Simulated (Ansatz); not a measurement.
hcp against bcc along the 4d metals

These are results of Ansatz 0.2.0, DFT, PBE, plane waves (420 eV) with PAW, scalar-relativistic, not measurements.

Each structure is relaxed within its symmetry, in the lowest magnetic state of the tried starts. Differences under about 8 meV lie within the error of the k-point mesh.

| element | E(hcp) − E(bcc) (meV/atom) | V(hcp) (Å³/atom) | V(bcc) (Å³/atom) | state of hcp | state of bcc |
| --- | --- | --- | --- | --- | --- |
| Y | -123 | 32.94 | 33.10 | spin not included | spin not included |
| Zr | -83 | 23.38 | 22.84 | non-magnetic | non-magnetic |
| Nb | 295 | 18.70 | 18.13 | spin not included | spin not included |
| Mo | 441 | 16.12 | 15.82 | spin not included | spin not included |
| Ru | -627 | 13.77 | 14.23 | non-magnetic | non-magnetic |
| Rh | -311 | 14.10 | 14.51 | non-magnetic | ferromagnetic |
| Pd | -16 | 15.44 | 15.46 | spin not included | non-magnetic |
| Ag | ? | ? | ? | ? | ? |
| Cd | -56 | 23.11 | 23.36 | spin not included | spin not included |

Problem. Fill in the row of Ag.

Solution. E(hcp) − E(bcc) (meV/atom): -30; V(hcp) (Å³/atom): 17.91; V(bcc) (Å³/atom): 18.02; state of hcp: spin not included; state of bcc: spin not included.
